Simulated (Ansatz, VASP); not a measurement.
Ge: VASP beside Ansatz

```
Ge
1.0
     1.35885   -2.52923    0.00000
     1.35885    2.52923    0.00000
     0.00000    0.00000    2.62427
Ge
1
Direct
  0.50000 0.50000 0.00000
```

This isn't the form of Ge at room conditions, which is diamond.

Alike in both runs: task single point; functional PBEsol; k mesh 12 × 12 × 11; occupations fermi-dirac, width 0.2 eV; no spin polarisation.

|  | VASP | Ansatz |
| --- | --- | --- |
| version | VASP 6.6.1 | Ansatz 0.2.0 |
| potentials or method | VASP PAW PBE potentials, release 64 (Ge_d) | plane waves, PAW |
| plane-wave cutoff (eV) | 520 | 500 |
| valence electrons in the cell | 14 | 14 |

Ansatz gave:

- pressure (GPa): 2.0
- largest component of the traceless stress (GPa): 2.78

Question: What did VASP give for the same quantities?

Answer: Pressure (GPa): 1.8; largest component of the traceless stress (GPa): 2.74.

Ansatz warned: «stress_scf_threshold_loose».

Caveats: the PAW data sets were made with another functional, which shifts forces and pressure a little (VASP).
